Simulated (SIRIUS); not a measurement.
The system is La2O3.

```
La O
1.0
     6.37027    0.00000    0.00000
    -3.18514    5.51682    0.00000
     0.00000    0.00000    3.28989
La O
2 3
Direct
  0.66667 0.33333 0.49810
  0.33333 0.66667 0.50190
  0.50461 0.00000 0.00000
  0.00000 0.50461 0.00000
  0.49539 0.49539 0.00000
```

The cell comes from a database or a generator and needn't be the stable form of this composition.

Base run:

| Quantity | Value |
| --- | --- |
| Program | SIRIUS 7.12.0 |
| Functional | LDA |
| Potentials or basis | all-electron FP-LAPW |
| Cutoff | 276 eV |
| Basis | apw+lo standard |
| k mesh | 5 × 5 × 8 |
| Occupations | fermi-dirac, width 0.05 eV |
| Spin | no spin polarisation |

Its results: band gap on the k mesh 1.49 eV, indirect (least direct gap 1.94 eV); largest force 0.051 eV/Å.

Problem. The run is repeated on the same cell with these changes: functional from LDA to PBEsol. What comes out?

Solution. Band gap on the k mesh 1.56 eV, indirect (least direct gap 2.01 eV); largest force 0.045 eV/Å.

Caveats: spin-orbit coupling is left out, which moves the levels of the heavy elements.
